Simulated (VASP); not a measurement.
Input of a VASP 6.6.1 run:

Contents of INCAR:

```
AGGAC = 0.0 ; ALGO = Normal
EDIFF = 1E-7 ; EDIFFG = -0.005
ENCUT = 600 ; GGA = MK
IBRION = 2 ; ISIF = 3
ISMEAR = 0 ; LASPH = T
LCHARG = F ; LREAL = F
LUSE_VDW = T ; LWAVE = F
NELM = 80 ; NSW = 90
PARAM1 = 0.1234 ; PARAM2 = 0.711357
PREC = Accurate ; SIGMA = 0.03
ZAB_VDW = -1.8867
```

File KPOINTS:

```
k-points
0
Gamma
  9 9 5
```

The input POSCAR:

```
ZrSe2                                   
1.0
    3.7669451904     -0.0000000000     -0.0000000000
   -1.8834725952      3.2622702296      0.0000000000
    0.0000000000     -0.0000000000      6.1463229419
  Zr              Se            
     1     2
Direct
     0.0000000000000000    0.0000000000000000    0.0000000000000000
     0.3333333332999970    0.6666666667000030    0.2594487862391846
     0.6666666667000030    0.3333333332999970    0.7405512137608156
```

Potentials or basis: VASP PAW PBE potentials, release 64 (Zr_sv, Se).

Command:

```bash
$ cat potpaw_PBE.64/Zr_sv/POTCAR potpaw_PBE.64/Se/POTCAR > POTCAR
$ mpirun -np 1 vasp_std > vasp.out
```

(1) What does it give for the space group after relaxing (to 0.05 Å)?

(2) Predict the relaxed volume.

Results:

(1) P-3m1 (No. 164).

(2) 25.17 Å³/atom.

Caveat: the PAW data sets were made with another functional, which shifts forces and pressure a little.
